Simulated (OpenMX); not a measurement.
The system is TiTe2.

```
Te Ti
1.0
     3.77700    0.00000    0.00000
    -1.88850    3.27098    0.00000
     0.00000    0.00000    6.49800
Te Ti
2 1
Direct
  0.33333 0.66667 0.73720
  0.66667 0.33333 0.26280
  0.00000 0.00000 0.00000
```

Base run:

| Property | Result |
| --- | --- |
| Program | OpenMX 3.8.5 |
| Functional | PBE |
| Dispersion | D3 |
| Potentials or basis | OpenMX 2013 PBE set, Te7.0-s3p2d2f1, Ti7.0-s3p2d2, grid cutoff 500 Ry |
| k mesh | 7 × 7 × 3 |
| Occupations | fermi-dirac, width 0.05 eV |
| Spin | no spin polarisation |

Its results: band gap on the k mesh none (metal or under the smearing width); pressure 0.3 GPa; largest force 0.101 eV/Å.

The run is repeated on the same cell with these changes: dispersion from D3 to none. What comes out?

Band gap on the k mesh none (metal or under the smearing width); pressure 1.4 GPa; largest force 0.081 eV/Å.

Dispersion adds attraction, which lowers the pressure at fixed volume and, as a term added to the energy, leaves the levels alone.

Caveats: the basis of atomic orbitals isn't converged, which shifts pressures, moduli and gaps; this functional lacks dispersion, which binds the layers, so the pressure and a relaxed spacing across them are unreliable (some runs).

Not every run made on this cell is shown here.
